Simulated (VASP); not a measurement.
Si: relaxation of the atoms with PBE

Si:

```
Si
1.0
     0.00000    2.74610    2.72704
     2.74610    0.00000    2.72704
     2.74610    2.74610    0.00000
Si
2
Cartesian
  0.0000 0.0000 0.0000
  1.3731 1.3731 1.3635
```

The cell isn't the ideal one: strained cell.

```
Program                : VASP 6.6.1
Task                   : relaxation of the atoms
Functional             : PBE
Potentials or basis    : VASP PAW PBE potentials, release 64 (Si)
Cutoff                 : 520 eV
k mesh                 : 8 × 8 × 8
Occupations            : gaussian, width 0.02 eV
Spin                   : no spin polarisation
Dipole correction      : no
Further INCAR settings : ALGO = Fast; EDIFF = 1e-06; IBRION = 2; EDIFFG = -0.002; NSW = 60
```

* Pressure after relaxing: -0.5 GPa
* Band gap on the k mesh: 0.59 eV, indirect (least direct gap 2.50 eV)

Stress tensor (GPa, compression positive):
```
-0.74  0.00  0.00
 0.00 -0.74  0.00
 0.00  0.00 -0.08
```

Final structure:
```
CELL_PARAMETERS angstrom
0.00000 2.74610 2.72704
2.74610 0.00000 2.72704
2.74610 2.74610 0.00000
ATOMIC_POSITIONS crystal
Si 0.00000 0.00000 0.00000
Si 0.25000 0.25000 0.25000
```

Levels at points of the mesh, in eV from the valence-band top:
```
           k point  band 2  band 3  band 4  band 5  band 6  band 7
(0.00, 0.00, 0.00)   -0.05   -0.05    0.00    2.50    2.53    2.53
(0.50, 0.00, 0.00)   -6.87   -1.24   -1.17    1.41    3.29    3.35
(0.50, 0.50, 0.00)   -7.73   -2.85   -2.85    0.69    0.69    9.85
(0.50, 0.00, 0.50)   -7.77   -2.79   -2.79    0.75    0.75    9.85
```

Run time: 19 s on 1 thread of Intel(R) Xeon(R) Platinum 8488C (Sapphire Rapids) (shared host), peak memory 0.15 GiB.

Caveat: the relaxation stopped at its first step, so nothing moved. A k mesh can miss the band edges.
